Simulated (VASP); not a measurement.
# Bi (Im-3m) in VASP: notebook

Runs on Bi. Level: r2SCAN. Tasks: single point.

All numbers are computed with VASP 6.6.1; they aren't measurements. Logs are shortened: lines on timing, memory, paths and dates and some standing lists are left out, and cuts for length are marked.

## (1) The structure

The structure is cubic, space group Im-3m (No. 229). Conventional cell: a = 3.963 Å, b = 3.963 Å, c = 3.963 Å, α = 90.00°, β = 90.00°, γ = 90.00°. Bi (site symmetry m-3m) is surrounded by 8 Bi at 3.43 Å.

This isn't the form of Bi at room conditions, which is rhombohedral.

## (2) Single point, r2SCAN

POSCAR reads:

```
Bi
1.0
   -1.9814305318      1.9814305318      1.9814305318
    1.9814305318     -1.9814305318      1.9814305318
    1.9814305318      1.9814305318     -1.9814305318
Bi
1
Direct
    0.0000000000      0.0000000000      0.0000000000
```

INCAR.step1 reads:

```
SYSTEM = Bi
  PREC = Accurate
  ENCUT = 520
  ISMEAR = 0
  SIGMA = 0.15
  LREAL = .FALSE.
  LASPH = .TRUE.
  NELM = 100
  NBANDS = 14
  GGA = PE
  ALGO = Normal
  EDIFF = 1E-4
  LWAVE = .TRUE.
  LCHARG = .FALSE.
```

INCAR.step2 reads:

```
SYSTEM = Bi
  PREC = Accurate
  ENCUT = 520
  EDIFF = 1E-6
  ISMEAR = 0
  SIGMA = 0.15
  LREAL = .FALSE.
  LASPH = .TRUE.
  NELM = 100
  ALGO = Normal
  ISIF = 2
  LWAVE = .FALSE.
  LCHARG = .TRUE.
  METAGGA = R2SCAN
  LMIXTAU = .TRUE.
  LELF = .TRUE.
  LVHAR = .TRUE.
  NBANDS = 14
  ISTART = 1
```

KPOINTS reads:

```
regular mesh
0
G
  18 18 18
  0 0 0
```

Potentials or basis: VASP PAW PBE potentials, release 64 (Bi_d).

The run is started by

```sh
cat potpaw_PBE.64/Bi_d/POTCAR > POTCAR
cp INCAR.step1 INCAR
mpirun -np 1 vasp_std > vasp.out
cp INCAR.step2 INCAR
mpirun -np 1 vasp_std > vasp.out
```

OUTCAR:

```text
SYSTEM = Bi
   PREC = Accurate
   ENCUT = 520
   EDIFF = 1E-6
   ISMEAR = 0
   LREAL = .FALSE.
   LASPH = .TRUE.
   NELM = 100
   ISIF = 2
   METAGGA = R2SCAN
   ISTART = 1

 ion  position               nearest neighbor table
   1  0.000  0.000  0.000-

  LATTYP: Found a body centered cubic cell.
 ALAT       =     3.9628610636

  Lattice vectors:

 A1 = (  -1.9814305318,   1.9814305318,   1.9814305318)
 A2 = (   1.9814305318,  -1.9814305318,   1.9814305318)
 A3 = (   1.9814305318,   1.9814305318,  -1.9814305318)

Analysis of symmetry for initial positions (statically):
=====================================================================
 Subroutine PRICEL returns:
 Original cell was already a primitive cell.

 Routine SETGRP: Setting up the symmetry group for a
 body centered cubic supercell.

 Subroutine GETGRP returns: Found 48 space group operations
 (whereof 48 operations were pure point group operations)
 out of a pool of 48 trial point group operations.

The static configuration has the point symmetry O_h .

Analysis of symmetry for dynamics (positions and initial velocities):
=====================================================================
 Subroutine PRICEL returns:
 Original cell was already a primitive cell.

 Routine SETGRP: Setting up the symmetry group for a
 body centered cubic supercell.

 Subroutine GETGRP returns: Found 48 space group operations
 (whereof 48 operations were pure point group operations)
 out of a pool of 48 trial point group operations.

The dynamic configuration has the point symmetry O_h .

 Subroutine INISYM returns: Found 48 space group operations
 (whereof 48 operations are pure point group operations),
 and found     1 'primitive' translations

----------------------------------------------------------------------------------------

                                     Primitive cell

  volume of cell :      31.1169

  direct lattice vectors                    reciprocal lattice vectors
    -1.981430532  1.981430532  1.981430532     0.000000000  0.252342937  0.252342937
     1.981430532 -1.981430532  1.981430532     0.252342937  0.000000000  0.252342937
     1.981430532  1.981430532 -1.981430532     0.252342937  0.252342937  0.000000000

  length of vectors
     3.431938353  3.431938353  3.431938353     0.356866804  0.356866804  0.356866804

  position of ions in fractional coordinates (direct lattice)
     0.000000000  0.000000000  0.000000000

  ion indices of the primitive-cell ions
   primitive index   ion index
                 1           1

----------------------------------------------------------------------------------------

 KPOINTS: regular mesh

Automatic generation of k-mesh.
 Grid dimensions read from file:
 generate k-points for:   18   18   18

 Generating k-lattice:

  Cartesian coordinates                     Fractional coordinates (reciprocal lattice)
     0.000000000  0.014019052  0.014019052     0.055555556  0.000000000  0.000000000
     0.014019052  0.000000000  0.014019052     0.000000000  0.055555556  0.000000000
     0.014019052  0.014019052  0.000000000     0.000000000  0.000000000  0.055555556

  Length of vectors
     0.019825934  0.019825934  0.019825934

  Shift w.r.t. Gamma in fractional coordinates (k-lattice)
     0.000000000  0.000000000  0.000000000

 Subroutine IBZKPT returns following result:
 ===========================================

 Found    195 irreducible k-points:

 Following reciprocal coordinates:
            Coordinates               Weight
  0.000000  0.000000  0.000000      1.000000
  0.055556  0.000000  0.000000     12.000000
  0.111111  0.000000  0.000000     12.000000
  0.166667  0.000000  0.000000     12.000000
  0.222222  0.000000  0.000000     12.000000
  0.277778  0.000000  0.000000     12.000000
[... 16 lines left out ...]
  0.333333  0.111111  0.000000     48.000000
  0.388889  0.111111  0.000000     48.000000
 [... further k-points ...]
   k-points           NKPTS =    195   k-points in BZ     NKDIM =    195   number of bands    NBANDS=     14
   number of dos      NEDOS =    301   number of ions     NIONS =      1
   total plane-waves  NPLWV =  21952
   dimension x,y,z NGX =    28 NGY =   28 NGZ =   28
   dimension x,y,z NGXF=    56 NGYF=   56 NGZF=   56
   ions per type =               1
   NGX,Y,Z   is equivalent  to a cutoff of  13.56, 13.56, 13.56 a.u.
   NGXF,Y,Z  is equivalent  to a cutoff of  27.13, 27.13, 27.13 a.u.
 SYSTEM =  Bi
   PREC   = accura    normal or accurate (medium, high low for compatibility)
   ISTART =      1    job   : 0-new  1-cont  2-samecut
   ICHARG =      0    charge: 1-file 2-atom 10-const
   ISPIN  =      1    spin polarized calculation?
   LNONCOLLINEAR =      F non collinear calculations
   LSORBIT =      F    spin-orbit coupling
   LASPH  =      T    aspherical Exc in radial PAW
   ENCUT  =  520.0 eV  38.22 Ry    6.18 a.u.   6.38  6.38  6.38*2*pi/ulx,y,z
   NELM   =    100;   NELMIN=  2; NELMDL=  0     # of ELM steps
   EDIFF  = 0.1E-05   stopping-criterion for ELM
   LREAL  =      F    real-space projection
   EDIFFG = 0.1E-04   stopping-criterion for IOM
   NSW    =      0    number of steps for IOM
   IBRION =     -1    ionic relax: 0-MD 1-quasi-New 2-CG
   NFREE  =      0    steps in history (QN), initial steepest desc. (CG)
   ISIF   =      2    stress and relaxation
   ISYM   =      2    0-nonsym 1-usesym 2-fastsym
   POTIM  = 0.5000    time-step for ionic-motion
   TEBEG  =    0.0;   TEEND  =   0.0 temperature during run
   PSTRESS=    0.0 pullay stress
   NELECT =      15.0000    total number of electrons
   NUPDOWN=      -1.0000    fix difference up-down
   EMIN   =  10.00;   EMAX   =-10.00  energy-range for DOS
   EFERMI =   0.00;   METHOD = LEGACY
   ISMEAR =     0;   SIGMA  =   0.15  broadening in eV -4-tet -1-fermi 0-gaus
   EFERMI_NEDOS =   21; number of points for ismear=-14 and -15
   IALGO  =     38    algorithm
   IMIX   =      4    mixing-type and parameters
     AMIX     =   0.40;   BMIX     =  1.00
     AMIX_MAG =   1.60;   BMIX_MAG =  1.00
  volume/ion in A,a.u.               =      31.12       209.99
  Fermi-wavevector in a.u.,A,eV,Ry     =   1.283630  2.425708 22.418388  1.647705
  Thomas-Fermi vector in A             =   2.415871
   LORBIT       =      0    0 simple, 1 ext, 2 COOP (PROOUT), +10 PAW based schemes
   METAGGA = R2SCAN    functional components
   LHFCALC =     F    Hartree Fock is set to
   AEXX    =    0.0000 exact exchange contribution
   IVDW    =     0    specifies the selected vdW correction
   LEPSILON=     F    determine dielectric tensor
   LRPA    =     F    only Hartree local field effects (RPA)
 non-spin polarized calculation
 Gauss-broadening in eV      SIGMA  =   0.15
  energy-cutoff  :      520.00
  volume of cell :       31.12
 maximum number of plane-waves:       887
 NGX is ok and might be reduce to    28
   NGX = 13   NGY = 13   NGZ = 13

 number of electron      14.9999994 magnetization

 Free energy of the ion-electron system (eV)
  ---------------------------------------------------
  ext. energy  EPLUGINS =         0.00000000
  ---------------------------------------------------
  free energy    TOTEN  =       -58.27115927 eV

  energy without entropy =      -58.26177458  energy(sigma->0) =      -58.26646693

 E-fermi :   7.8480     XC(G=0): -11.0647

 val. band max:        7.8386685035   @ k =  -0.3333   0.3333   0.2778
 cond. band min:       7.8553242465   @ k =  -0.3889   0.3889   0.2778
 fundamental gap:      0.0166557430
 Fermi energy:         7.8480334876

 k-point     1 :       0.0000    0.0000    0.0000
  band No.  band energies     occupation
      1     -15.9126      2.00000
      2     -15.9126      2.00000
      3     -15.9126      2.00000
      4     -15.7695      2.00000
      5     -15.7695      2.00000
      6      -6.2903      2.00000
      7      13.1779      0.00000
      8      13.1779      0.00000
      9      13.1779      0.00000
     10      17.9539      0.00000
     11      19.1157      0.00000
     12      19.1157      0.00000
     13      19.1157      0.00000
     14      20.0053      0.00000

 k-point     2 :       0.0556    0.0000    0.0000
  band No.  band energies     occupation
      1     -15.9138      2.00000
      2     -15.9102      2.00000
      3     -15.9056      2.00000
      4     -15.7710      2.00000
      5     -15.7697      2.00000
      6      -6.2307      2.00000
      7      12.5413      0.00000
      8      12.9844      0.00000
      9      13.1286      0.00000
     10      18.2141      0.00000
     11      18.6080      0.00000
     12      18.6498      0.00000
     13      19.0062      0.00000
     14      20.2768      0.00000

 k-point     3 :       0.1111    0.0000    0.0000
  band No.  band energies     occupation
      1     -15.9176      2.00000
      2     -15.9038      2.00000
      3     -15.8857      2.00000
      4     -15.7754      2.00000
      5     -15.7706      2.00000
      6      -6.0526      2.00000
      7      11.1451      0.00000
      8      12.4896      0.00000
      9      12.9837      0.00000
     10      17.3415      0.00000
     11      18.0027      0.00000
     12      18.8448      0.00000
     13      19.4346      0.00000
     14      21.0050      0.00000

 k-point     4 :       0.1667    0.0000    0.0000
  band No.  band energies     occupation
      1     -15.9234      2.00000
      2     -15.8949      2.00000
      3     -15.8550      2.00000
      4     -15.7812      2.00000
      5     -15.7720      2.00000
      6      -5.7589      2.00000
      7       9.5233      0.00000
      8      11.8519      0.00000
      9      12.7574      0.00000
     10      16.5154      0.00000
     11      17.4226      0.00000
     12      18.8218      0.00000
     13      20.0991      0.00000
     14      22.0263      0.00000

 k-point     5 :       0.2222    0.0000    0.0000
  band No.  band energies     occupation
      1     -15.9306      2.00000
      2     -15.8862      2.00000
      3     -15.8170      2.00000
      4     -15.7865      2.00000
      5     -15.7736      2.00000
      6      -5.3561      2.00000
      7       7.8841      0.73378
      8      11.1942      0.00000
      9      12.4799      0.00000
     10      15.8387      0.00000
     11      16.9311      0.00000
[... 276 lines left out ...]
 k-point    22 :       0.2778    0.1111    0.0000
  band No.  band energies     occupation
      1     -15.9346      2.00000
      2     -15.8763      2.00000
      3     -15.7908      2.00000
      4     -15.7794      2.00000
      5     -15.7371      2.00000
      6      -4.1414      2.00000
      7       4.9606      2.00000
      8       9.0664      0.00000
      9      11.2750      0.00000
     10      15.7282      0.00000
     11      17.5573      0.00000
     12      19.0369      0.00000
     13      22.4736      0.00000
     14      23.9507      0.00000

 k-point    23 :       0.3333    0.1111    0.0000
  band No.  band energies     occupation
      1     -15.9396      2.00000
      2     -15.8752      2.00000
      3     -15.7864      2.00000
      4     -15.7807      2.00000
      5     -15.7114      2.00000
      6      -3.5801      2.00000
      7       3.8432      2.00000
      8       8.6442      0.00000
      9      11.0508      0.00000
     10      15.4705      0.00000
     11      17.4869      0.00000
     12      19.4981      0.00000
     13      22.4503      0.00000
     14      25.4295      0.00000

 k-point    24 :       0.3889    0.1111    0.0000
  band No.  band energies     occupation
      1     -15.9429      2.00000
      2     -15.8761      2.00000
      3     -15.7837      2.00000
      4     -15.7800      2.00000
      5     -15.6945      2.00000
      6      -3.1235      2.00000
      7       3.0439      2.00000
      8       8.3902      0.00000
      9      10.9103      0.00000
     10      15.3160      0.00000
     11      17.4088      0.00000
     12      20.0895      0.00000
     13      22.0215      0.00000
     14      25.6912      0.00000

 [... further k-points ...]
[... 5 lines left out ...]
  --------------------------------------------------------------------------------------
  -------------------------------------------------------------------------------------
  Total        0.0028061      0.0028061      0.0028061      0.0000000      0.0000000     -0.0000000
  in kB        0.1444843      0.1444843      0.1444843      0.0000000      0.0000000     -0.0000000
  external PRESSURE =       0.1444843 kB  Pullay stress =       0.0000000 kB

 VOLUME and BASIS-vectors are now :
 -----------------------------------------------------------------------------
  energy-cutoff  :      520.00
  volume of cell :       31.12
      direct lattice vectors                 reciprocal lattice vectors
    -1.981430532  1.981430532  1.981430532     0.000000000  0.252342937  0.252342937
     1.981430532 -1.981430532  1.981430532     0.252342937  0.000000000  0.252342937
     1.981430532  1.981430532 -1.981430532     0.252342937  0.252342937  0.000000000

 POSITION                                       TOTAL-FORCE (eV/Angst)
 -----------------------------------------------------------------------------------
      0.00000      0.00000      0.00000         0.000000      0.000000     -0.000000
 -----------------------------------------------------------------------------------
    total drift:                               -0.000000     -0.000000     -0.000000

  FREE ENERGIE OF THE ION-ELECTRON SYSTEM (eV)
  ---------------------------------------------------
  free  energy   TOTEN  =       -58.2711592726 eV

  energy  without entropy=      -58.2617745817  energy(sigma->0) =      -58.26646693
```

It took 5.9 min on 1 thread of Intel Xeon Platinum 8259CL at 2.50GHz (Skylake/Cascade Lake), shared host; peak memory 0.22 GiB.

Results:

```
Free energy            : -58.2712 eV
Pressure               : 0.0 GPa
Band gap on the k mesh : none (metal or under the smearing width)
```

Caveat: the PAW data sets were made with another functional, which shifts forces and pressure a little; spin-orbit coupling is left out, which moves the levels of the heavy elements.

## (3) Single point, r2SCAN

POSCAR is that of step 2.

INCAR.step1 reads:

```
PREC = Accurate
ENCUT = 520
ISMEAR = 0
SIGMA = 0.15
LREAL = False
LASPH = True
NELM = 100
NBANDS = 14
GGA = PE
ALGO = Normal
EDIFF = 1E-4
LWAVE = True
LCHARG = False
```

INCAR.step2 reads:

```
PREC = Accurate
ENCUT = 520
EDIFF = 1E-6
ISMEAR = 0
SIGMA = 0.15
LREAL = False
LASPH = True
NELM = 100
ALGO = Normal
ISIF = 2
LWAVE = False
LCHARG = False
METAGGA = R2SCAN
LMIXTAU = True
NBANDS = 14
ISTART = 1
```

KPOINTS reads:

```
Automatic mesh
0
Gamma
  18 18 18
```

Potentials or basis: VASP PAW PBE potentials, release 64 (Bi_d).

The run is started by

```sh
cat potpaw_PBE.64/Bi_d/POTCAR > POTCAR
cp INCAR.step1 INCAR
mpirun -np 1 vasp_std > vasp.out
cp INCAR.step2 INCAR
mpirun -np 1 vasp_std > vasp.out
```

Wall time 5.5 min (1 thread of Intel Xeon Platinum 8259CL at 2.50GHz (Skylake/Cascade Lake), shared host); peak memory 0.22 GiB.

Results (log left out):

* Free energy: -58.2712 eV
* Pressure: 0.0 GPa
* Band gap on the k mesh: none (metal or under the smearing width)

Levels at points of the mesh, in eV from the Fermi level:
```csv
k point,band 5,band 6,band 7,band 8,band 9,band 10
"(0.00, 0.00, 0.00)",-23.62,-14.14,5.33,5.33,5.33,10.11
"(0.50, 0.00, 0.00)",-23.53,-10.89,-5.32,1.55,3.70,6.55
"(0.50, 0.50, 0.50)",-23.55,-8.58,-1.99,-1.99,-1.99,3.99
```

Caveat: the PAW data sets were made with another functional, which shifts forces and pressure a little; spin-orbit coupling is left out, which moves the levels of the heavy elements.
